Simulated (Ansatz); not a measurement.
# PtSe2 (Sudovikovite): projected density of states with LDA+U

PtSe2 (Sudovikovite):

```xyz
3
Lattice="3.7240 0.0000 0.0000 -1.8620 3.2251 0.0000 0.0000 0.0000 5.0620" Properties=species:S:1:pos:R:3 pbc="T T T"
Pt    0.0000    0.0000    0.0000
Se    1.8620    1.0750    3.7965
Se    0.0000    2.1501    1.2655
```

| Quantity | Value |
| --- | --- |
| Program | Ansatz 0.2.0 |
| Task | projected density of states |
| Functional | LDA |
| Potentials or basis | Ansatz PAW |
| Cutoff | 420 eV (not typed: the program's choice for these potentials) |
| k mesh | 8 × 8 × 5 |
| Occupations | fermi-dirac, width 0.05 eV |
| Spin | no spin polarisation |
| Hubbard terms | Pt d U = 8 eV |
| Hubbard projectors | ortho-atomic (the default) |
| Double counting | fll (the default) |

```
Pressure                             : 0.4 GPa
Largest force                        : 0.422 eV/Å
Band gap on the k mesh               : none (metal or under the smearing width)
Density of states at the Fermi level : 0.51 states/eV per cell
```

Forces on the atoms (eV/Å):
```
Pt   0.000  0.000  0.000
Se   0.000  0.000 -0.422
Se   0.000  0.000  0.422
```

Stress tensor (GPa, compression positive):
```
 1.17  0.00  0.00
 0.00  1.17  0.00
 0.00  0.00 -1.16
```

Levels at points of the mesh, in eV from the Fermi level:
| k point | band 21 | band 22 | band 23 | band 24 | band 25 | band 26 | band 27 | band 28 | band 29 | band 30 |
| --- | --- | --- | --- | --- | --- | --- | --- | --- | --- | --- |
| (0.00, 0.00, 0.00) | -6.14 | -3.67 | -0.76 | -0.76 | 0.61 | 1.41 | 1.41 | 3.89 | 4.40 | 7.73 |
| (0.00, -0.50, 0.00) | -5.28 | -3.91 | -3.53 | -3.48 | -3.22 | 0.60 | 2.39 | 5.17 | 6.18 | 7.40 |

States per cell in windows of 1 eV (zero at the Fermi level; states under -8 eV left out):
| from (eV) | total | Se 4p | Pt 5d | Pt 6s | Se 4s |
| --- | --- | --- | --- | --- | --- |
| -8.0 | 2.99 | 0.67 | 2.25 | 0.02 | 0.04 |
| -7.0 | 3.99 | 0.72 | 3.17 | 0.05 | 0.03 |
| -6.0 | 2.41 | 0.73 | 1.42 | 0.14 | 0.11 |
| -5.0 | 1.60 | 0.81 | 0.48 | 0.18 | 0.12 |
| -4.0 | 1.68 | 1.22 | 0.32 | 0.05 | 0.07 |
| -3.0 | 2.10 | 1.75 | 0.25 | 0.01 | 0.04 |
| -2.0 | 1.74 | 1.51 | 0.14 | 0.01 | 0.03 |
| -1.0 | 0.60 | 0.51 | 0.05 | 0.00 | 0.01 |
| 0.0 | 1.44 | 0.96 | 0.36 | 0.01 | 0.06 |
| 1.0 | 2.43 | 1.78 | 0.52 | 0.01 | 0.04 |
| 2.0 | 0.17 | 0.13 | 0.04 | 0.00 | 0.00 |
| 3.0 | 0.00 | 0.00 | 0.00 | 0.00 | 0.00 |
| 4.0 | 0.63 | 0.13 | 0.01 | 0.21 | 0.02 |
| 5.0 | 1.71 | 0.31 | 0.02 | 0.47 | 0.05 |
| 6.0 | 1.30 | 0.10 | 0.01 | 0.20 | 0.02 |
| 7.0 | 1.55 | 0.04 | 0.01 | 0.06 | 0.01 |

Eigenvalues of the final occupation matrices:
| site | spin | trace | eigenvalues |
| --- | --- | --- | --- |
| site 1 | 1 | 4.49 | 0.77 0.77 0.98 0.98 0.98 |

Wall time 7.6 s on 2 threads of Arm Neoverse V2, with other jobs on the host, peak memory 0.49 GiB.

Caveat: U without spin polarisation on a metal has little footing; the PAW data sets come from PBE, with cores solved anew for the run's functional, which leaves a small shift of forces and pressure; the density of states is complete only up to the lowest level of the last band computed. The run has no spin-orbit coupling, so splittings on Pt are missing.
